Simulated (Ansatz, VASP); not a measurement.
## Re in VASP and in Ansatz

```xyz
2
Lattice="2.7791 0.0000 0.0000 -1.3895 2.4068 0.0000 0.0000 0.0000 4.4877" Properties=species:S:1:pos:R:3 pbc="T T T"
Re    1.3895    0.8023    3.3658
Re    0.0000    1.6045    1.1219
```

Alike in both runs: task single point; functional PBEsol; k mesh 11 × 11 × 6; occupations fermi-dirac, width 0.05 eV; no spin polarisation.

```csv
,VASP,Ansatz
version,VASP 6.6.1,Ansatz 0.2.0
potentials or method,"VASP PAW PBE potentials, release 64 (Re)",Ansatz PAW
plane-wave cutoff (eV),520,420
valence electrons in the cell,14,30
```

```csv
,VASP,Ansatz,Ansatz less VASP
gap on the k mesh at the Fermi level (eV),none,none,-
pressure (GPa),-11.5,-11.2,+0.24
largest component of the traceless stress (GPa),0.01,0.10,+0.095
```

A gap of «none» marks a metal or a gap that the smearing closes. The functional is the same, so the differences come from potentials, cutoffs and numerics. The two sets of potentials don't hold the same shells in valence.

Caveats: the PAW data sets were made with another functional, which shifts forces and pressure a little (VASP); the PAW data sets come from PBE, with cores solved anew for the run's functional, which leaves a small shift of forces and pressure (Ansatz). Spin-orbit coupling is left out, which matters for the levels of Re.
